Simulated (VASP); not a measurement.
Here is the system:

```yaml
crystal:
  lattice:
    - [1.80349, -3.12373, 0.00000]
    - [1.80349, 3.12373, 0.00000]
    - [0.00000, 0.00000, 3.84435]
  atoms:
    - { symbol: Li, position: [0.33333, 0.66667, 0.00000] }
    - { symbol: Li, position: [0.66667, 0.33333, 0.00000] }
    - { symbol: Li, position: [0.00000, 0.00000, 0.50000] }
    - { symbol: N, position: [0.00000, 0.00000, 0.00000] }
```

Method: SCAN meta-GGA, VASP's PBE PAW potentials (set 64) (plane waves; VASP 6.6.1). Settings: 520 eV cut-off, 8×8×7 Γ-centred mesh, tetrahedra with Blöchl corrections, potentials Li_sv N.

Task: Estimate the energy per atom (σ→0), band gap (over mesh and band path) with the smallest direct gap where there is one.

Result: 
```json
{
  "band gap (over mesh and band path)": "1.51 eV",
  "smallest direct gap (over mesh and band path)": "1.74 eV",
  "energy per atom (σ→0)": "-4.619 eV/atom"
}
```

The absolute energy has meaning only against runs of the same code, potentials and settings.

The compound is Li3N in the alpha structure. It was relaxed first.
